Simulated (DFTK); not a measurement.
# Te (P3_121) in DFTK: further runs

The runs below take Te through band structure, equation of state, with r2SCAN, LDA.

All numbers are computed with DFTK 0.8.2; they aren't measurements. Logs are shortened: lines on timing, memory, paths and dates and some standing lists are left out, and cuts for length are marked.

### Step 1. The crystal as given

Symmetry: P3_121, No. 152, trigonal system. Conventional cell: a = 4.454 Å, b = 4.454 Å, c = 5.924 Å, α = 90.00°, β = 90.00°, γ = 120.00°. Te (site symmetry 2) has 2 Te at 2.86 Å as nearest neighbours.

### Step 2. Band structure, r2SCAN

The input, run.jl:

```julia
using DFTK
using PseudoPotentialData
using Unitful, UnitfulAtomic
using LinearAlgebra, Printf
include("save.jl")
disable_threading()

# lattice vectors are the columns
lattice = austrip(1u"Å") * [         4.454         -2.227            0.0;
                      0.0   3.8572771485            0.0;
                      0.0            0.0          5.924]
symbols   = [:Te, :Te, :Te]
positions = [[0.731, 0.731, 0.0],
             [0.0, 0.269, 0.6666666667],
             [0.269, 0.0, 0.3333333333]]
pseudopotentials = PseudoFamily("cp2k.nc.sr.pbe.v0_1.semicore.gth")
elements = Dict(s => ElementPsp(s, pseudopotentials) for s in unique(symbols))
atoms    = [elements[s] for s in symbols]

build_model(lattice, positions; symmetries=true) =
    model_DFT(lattice, atoms, positions;
              functionals=r2SCAN(),
              temperature=austrip(0.05u"eV"),
              smearing=Smearing.FermiDirac(),
              symmetries)
Ecut  = 26.0  # hartree
kgrid = [5, 5, 4]
tol   = 1e-6
to_GPa = ustrip(uconvert(u"GPa", 1u"hartree/bohr^3"))

model = build_model(lattice, positions)
basis = PlaneWaveBasis(model; Ecut, kgrid)
display(basis)
scfres = self_consistent_field(basis;
                               tol,
                               nbandsalg=AdaptiveBands(model; n_bands_converge=14),
                               solver=ScfAndersonSolver())
display(scfres.energies)
@printf "Fermi level: %.6f eV\n" ustrip(auconvert(u"eV", something(scfres.εF, NaN)))
forces = compute_forces_cart(scfres)
println("Forces (eV/Å)")
for (s, f) in zip(symbols, forces)
    @printf "%-3s %12.6f %12.6f %12.6f\n" s ustrip.(auconvert.(u"eV/Å", f))...
end
stress = compute_stresses_cart(scfres)
println("Stress (GPa)")
display(round.(stress * to_GPa; digits=4))
println("Levels at the first k-point (eV): ", round.(ustrip.(auconvert.(u"eV", scfres.eigenvalues[1][1:scfres.n_bands_converge])); digits=4))
save_scf!(scfres; forces, stress)

points = Dict("G" => [0.0, 0.0, 0.0], "A" => [0.0, 0.0, 0.5], "H" => [0.3333333333, 0.3333333333, 0.5], "K" => [0.3333333333, 0.3333333333, 0.0], "L" => [0.5, 0.0, 0.5], "M" => [0.5, 0.0, 0.0])
segments = [("G", "M", 6), ("M", "K", 4), ("K", "G", 7), ("G", "A", 4), ("A", "L", 6), ("L", "H", 4), ("H", "A", 7), ("L", "M", 4), ("K", "H", 4)]
kcoords = vcat([[points[a] + t * (points[b] - points[a]) for t in range(0, 1, n)] for (a, b, n) in segments]...)
bands = compute_bands(scfres, ExplicitKpoints(kcoords); n_bands=16, tol=1e-5)
for (k, ε) in zip(bands.basis.kpoints, bands.eigenvalues)
    @printf "%d %8.4f %8.4f %8.4f " k.spin k.coordinate...
    println(join([@sprintf("%9.4f", e) for e in ustrip.(auconvert.(u"eV", ε .- scfres.εF))]))
end
results["band_energies"] = rows(bands.eigenvalues); results["band_kpoints"] = rows(kcoords)
```

Potentials or basis: cp2k.nc.sr.pbe.v0_1.semicore.gth (PBE, GTH).

On the command line:

```console
> julia --threads=1 run.jl  # save.jl only writes the numbers to a file and isn't shown; printed stress counts tension as positive; times include loading and compiling
```

The log of the run:

```text
PlaneWaveBasis discretization:

    Ecut                 : 26.0 Ha
    fft_size             : (45, 45, 54), 109350 total points
    kgrid                : MonkhorstPack([5, 5, 4])
    num.   red. kpoints  : 100
    num. irred. kpoints  : 23

    Discretized Model(mgga_x_r2scan+mgga_c_r2scan, 3D):
        lattice (in Bohr)    : [8.41684   , -4.20842  , 0         ]
                               [0         , 7.2892    , 0         ]
                               [0         , 0         , 11.1947   ]
        unit cell volume     : 686.82 Bohr³

        atoms                : Te₃
        pseudopot. family    : PseudoFamily("cp2k.nc.sr.pbe.v0_1.semicore.gth")

        num. electrons       : 18
        spin polarization    : none
        temperature          : 0.0018375 Ha
        smearing             : DFTK.Smearing.FermiDirac()

        terms                : Kinetic()
                               AtomicLocal()
                               AtomicNonlocal()
                               Ewald(nothing)
                               PspCorrection()
                               Hartree()
                               Xc(mgga_x_r2scan, mgga_c_r2scan)
                               Entropy()
n     Energy            log10(ΔE)   log10(Δρ)   log10(Δτ)   Diag   Δtime
---   ---------------   ---------   ---------   ---------   ----   ------
  1   -24.48245781417                   -0.49       -0.50    5.6    15.7s
  2   -24.49072717212       -2.08       -0.99       -0.82    1.0    8.06s
  3   -24.49433187556       -2.44       -1.55       -1.79    2.9    11.2s
  4   -24.49447031849       -3.86       -2.33       -2.80    1.0    7.19s
  5   -24.49449178925       -4.67       -2.74       -2.66    2.3    9.48s
  6   -24.49449437451       -5.59       -3.48       -3.40    2.0    9.54s
  7   -24.49449439943       -7.60       -4.08       -3.89    3.4    9.47s
  8   -24.49449440259       -8.50       -4.62       -4.99    2.7    9.34s
  9   -24.49449440317       -9.24       -5.15       -5.44    2.6    9.30s
 10   -24.49449440321      -10.35       -6.12       -6.00    2.5    10.1s
Energy breakdown (in Ha):
    Kinetic             7.3478344
    AtomicLocal         -7.1085303
    AtomicNonlocal      0.8435913
    Ewald               -24.8073125
    PspCorrection       3.0312590
    Hartree             1.5946407
    Xc                  -5.3959721
    Entropy             -0.0000050

    total               -24.494494403211
Fermi level: 1.655018 eV
Forces (eV/Å)
Te     -0.033129    -0.057381    -0.000000
Te     -0.033129     0.057381    -0.000000
Te      0.066258     0.000000     0.000000
Stress (GPa)
3×3 StaticArraysCore.SMatrix{3, 3, Float64, 9} with indices SOneTo(3)×SOneTo(3):
 -1.3452   0.0      0.0
  0.0     -1.3452   0.0
  0.0      0.0     -1.7032
Levels at the first k-point (eV): [-12.8805, -9.3686, -9.3686, -1.8415, -1.4916, -1.4916, -0.3676, -0.3676, 0.4758, 2.5056, 2.5056, 3.1506, 6.7795, 6.7795]
1   0.0000   0.0000   0.0000  -14.5355 -11.0236 -11.0236  -3.4965  -3.1466  -3.1466  -2.0226  -2.0226  -1.1792   0.8506   0.8506   1.4956   5.1245   5.1245   6.2805   6.5084
1   0.1000   0.0000   0.0000  -14.4638 -11.0445 -11.0037  -4.0412  -3.5336  -3.3254  -1.7798  -1.5078  -1.0047   0.6111   0.7965   1.3765   4.9306   5.1037   6.3056   6.5406
1   0.2000   0.0000   0.0000  -14.2566 -11.1363 -10.9477  -4.8189  -4.0830  -3.6687  -1.5207  -1.2606  -1.1856   0.6983   0.8533   1.3754   4.2332   5.2688   6.4698   7.0579
1   0.3000   0.0000   0.0000  -13.9426 -11.3491 -10.8714  -5.2768  -4.5541  -3.9804  -2.3901  -1.2694  -1.1339   0.6839   0.8951   2.3081   3.5558   5.8867   7.0807   7.9615
1   0.4000   0.0000   0.0000  -13.5998 -11.6482 -10.8039  -5.3785  -4.8389  -4.1443  -3.3524  -1.3141  -1.1248   0.6897   0.7975   3.1137   3.2898   6.9130   8.1480   8.9215
1   0.5000   0.0000   0.0000  -13.4247 -11.8162 -10.7767  -5.3568  -4.8994  -4.0423  -3.9356  -1.3517  -1.1243   0.6983   0.7513   2.9641   3.6943   7.7077   8.9819   9.4364
[... 38 lines left out ...]
1   0.3333   0.3333   0.3333  -12.9383 -12.2072 -10.8700  -5.6773  -5.4929  -5.0196  -2.2700  -1.2416  -0.8474   1.0340   1.7532   1.9214   5.8511   5.8869   6.6170   8.0783
1   0.3333   0.3333   0.5000  -12.6066 -12.6066 -10.7846  -5.6993  -5.5175  -5.5175  -1.3023  -0.2610  -0.2610   0.0291   1.1642   1.1642   6.0999   6.7516   6.7516   7.4289
```

It took 3.7 min on 1 thread of Intel Xeon 6975P-C (Granite Rapids), shared host; peak memory 2 GiB.

What came out:

* Free energy: -666.5291 eV
* Pressure: 1.5 GPa
* Largest force: 0.066 eV/Å
* Band gap on the k mesh: 0.57 eV, indirect (least direct gap 0.84 eV)
* Band gap along the path: 0.29 eV, direct

Forces on the atoms (eV/Å):
```
Te  -0.033 -0.057  0.000
Te  -0.033  0.057  0.000
Te   0.066  0.000  0.000
```

Levels at the corners of the path, in eV from the valence-band top:
| point | band 7 | band 8 | band 9 | band 10 | band 11 | band 12 |
| --- | --- | --- | --- | --- | --- | --- |
| Γ | -1.76 | -1.76 | -0.92 | 1.11 | 1.11 | 1.76 |
| M | -3.67 | -1.09 | -0.86 | 0.96 | 1.01 | 3.23 |
| K | -3.22 | -3.07 | -2.85 | 3.06 | 3.06 | 3.36 |
| Γ | -1.76 | -1.76 | -0.92 | 1.11 | 1.11 | 1.76 |
| A | -1.43 | -1.08 | -1.08 | 0.51 | 0.61 | 0.61 |
| L | -2.57 | -2.23 | -0.20 | 0.83 | 2.09 | 2.74 |
| H | -1.04 | 0.00 | 0.00 | 0.29 | 1.43 | 1.43 |
| A | -1.43 | -1.08 | -1.08 | 0.51 | 0.61 | 0.61 |
| L | -2.57 | -2.23 | -0.20 | 0.83 | 2.09 | 2.74 |
| M | -3.67 | -1.09 | -0.86 | 0.96 | 1.01 | 3.23 |
| K | -3.22 | -3.07 | -2.85 | 3.06 | 3.06 | 3.36 |
| H | -1.04 | 0.00 | 0.00 | 0.29 | 1.43 | 1.43 |

Caveat: GTH potentials come without recommended cutoffs, and this one wasn't checked for convergence; the potentials were made for another functional, which shifts forces and pressure; spin-orbit coupling is left out, which moves the levels of the heavy elements; the mesh misses the band edges, which the band path finds closer together. r2SCAN opens gaps a little over a GGA but as a rule still falls short of measured ones.

### Step 3. Equation of state, LDA

The input, run.jl:

```julia
using DFTK
using PseudoPotentialData
using Unitful, UnitfulAtomic
using LinearAlgebra, Printf
include("save.jl")
disable_threading()

# lattice vectors are the columns
lattice = austrip(1u"Å") * [         4.454         -2.227            0.0;
                      0.0   3.8572771485            0.0;
                      0.0            0.0          5.924]
symbols   = [:Te, :Te, :Te]
positions = [[0.731, 0.731, 0.0],
             [0.0, 0.269, 0.6666666667],
             [0.269, 0.0, 0.3333333333]]
pseudopotentials = PseudoFamily("cp2k.nc.sr.lda.v0_1.semicore.gth")
elements = Dict(s => ElementPsp(s, pseudopotentials) for s in unique(symbols))
atoms    = [elements[s] for s in symbols]

build_model(lattice, positions; symmetries=true) =
    model_DFT(lattice, atoms, positions;
              functionals=LDA(),
              temperature=austrip(0.05u"eV"),
              smearing=Smearing.FermiDirac(),
              symmetries)
Ecut  = 20.0  # hartree
kgrid = [5, 5, 4]
tol   = 1e-6
to_GPa = ustrip(uconvert(u"GPa", 1u"hartree/bohr^3"))

results["points"] = []
for scale in [0.94, 0.96, 0.98, 1.0, 1.02, 1.04, 1.06]
    println("\n=== scale = ", scale)
    model = build_model(cbrt(scale) * lattice, positions)
    basis = PlaneWaveBasis(model; Ecut, kgrid)
    t0 = time()
    scfres = self_consistent_field(basis;
                                   tol,
                                   nbandsalg=AdaptiveBands(model; n_bands_converge=14))
    seconds = time() - t0
    @printf "SCF: %d iterations, %.1f s\n" scfres.n_iter seconds
    forces = compute_forces_cart(scfres)
    stress = compute_stresses_cart(scfres)
    @printf "V = %.5f Å^3  F = %.8f Ha  max force = %.5f eV/Å  p = %.4f GPa\n" ustrip(auconvert(u"Å^3", model.unit_cell_volume)) scfres.energies.total ustrip(auconvert(u"eV/Å", maximum(norm, forces))) (-tr(stress) / 3 * to_GPa)
    push!(results["points"], save_scf!(scfres; forces, stress, d=Dict{String,Any}("seconds" => seconds, "n_matvec" => get(scfres, :n_matvec, 0))))
end

# third-order Birch-Murnaghan fit in x = V^(-2/3)
V = [0.94, 0.96, 0.98, 1.0, 1.02, 1.04, 1.06] * abs(det(lattice))
E = [p["total"] for p in results["points"]]
x = V .^ (-2 / 3)
c = [x .^ 0 x x .^ 2 x .^ 3] \ E
Δ = c[3]^2 - 3c[2] * c[4]
if Δ > 0
    x0 = (-c[3] + sqrt(Δ)) / 3c[4]
    B0 = 4 / 9 * x0^(7 / 2) * (2c[3] + 6c[4] * x0)
    @printf "V0 = %.4f Å^3  B0 = %.2f GPa\n" ustrip(auconvert(u"Å^3", x0^(-3 / 2))) B0 * to_GPa
end
```

Potentials or basis: cp2k.nc.sr.lda.v0_1.semicore.gth (LDA, GTH).

On the command line:

```console
> julia --threads=1 run.jl  # save.jl only writes the numbers to a file and isn't shown; printed stress counts tension as positive; times include loading and compiling
```

Wall time 3.7 min (1 thread of Intel Xeon 6975P-C (Granite Rapids), shared host); peak memory 1.8 GiB.

It converged, with:

| Property | Result |
| --- | --- |
| Equilibrium volume | 32.86 Å³/atom |
| Bulk modulus at fixed shape and positions | 54 GPa |
| Pressure derivative of the bulk modulus | 4.5 |

Energy against volume, from the lowest point:
```csv
volume (Å³/atom),energy (meV/atom)
31.890,4.67
32.568,0.00
33.247,0.30
33.925,4.99
34.604,13.61
35.282,25.77
35.961,41.05
```

Caveat: GTH potentials come without recommended cutoffs, and this one wasn't checked for convergence; the cell was scaled at fixed shape and fractional positions, which overstates the stiffness of a crystal with free parameters, most of all of layers and chains.

### Step 4. For comparison

An earlier run on the cell as given: functional PBEsol; potentials or basis dojo.nc.sr.pbesol.v0_4_1.standard.upf (PBEsol); cutoff 1088 eV; k mesh 7 × 7 × 5; occupations fermi-dirac, width 0.05 eV; no spin polarisation.

* Pressure: -0.8 GPa
* Largest force: 0.153 eV/Å
* Band gap on the k mesh: 0.58 eV, indirect (least direct gap 0.76 eV)

### Step 5. Summary

| task | level | potentials or basis | k mesh | cutoff (eV) | valence electrons | SCF solver | gap on the mesh (eV) | pressure (GPa) | largest force (eV/Å) |
| --- | --- | --- | --- | --- | --- | --- | --- | --- | --- |
| band structure | r2SCAN | cp2k.nc.sr.pbe.v0_1.semicore.gth (PBE, GTH) | 5 × 5 × 4 | 707 | Te 6 | ScfAndersonSolver | 0.57 | 1.5 | 0.07 |
| equation of state | LDA | cp2k.nc.sr.lda.v0_1.semicore.gth (LDA, GTH) | 5 × 5 × 4 | 544 | Te 6 | - | - | - | - |
| single point | PBEsol | dojo.nc.sr.pbesol.v0_4_1.standard.upf (PBEsol) | 7 × 7 × 5 | 1088 | Te 16 | - | 0.58 | -0.8 | 0.15 |

Alike in all rows: no spin polarisation; cell as given; smearing fermi-dirac 0.05 eV.

Caveats: GTH potentials come without recommended cutoffs, and this one wasn't checked for convergence (some runs); spin-orbit coupling is left out, which moves the levels of the heavy elements (some runs); the potentials were made for another functional, which shifts forces and pressure (some runs); the mesh misses the band edges, which the band path finds closer together (some runs); the cell was scaled at fixed shape and fractional positions, which overstates the stiffness of a crystal with free parameters, most of all of layers and chains (some runs); an odd mesh through Γ misses points on the zone boundary, where band edges often lie (some runs).

Total energies depend on the potentials used, so only differences within one code and one set of settings carry meaning.
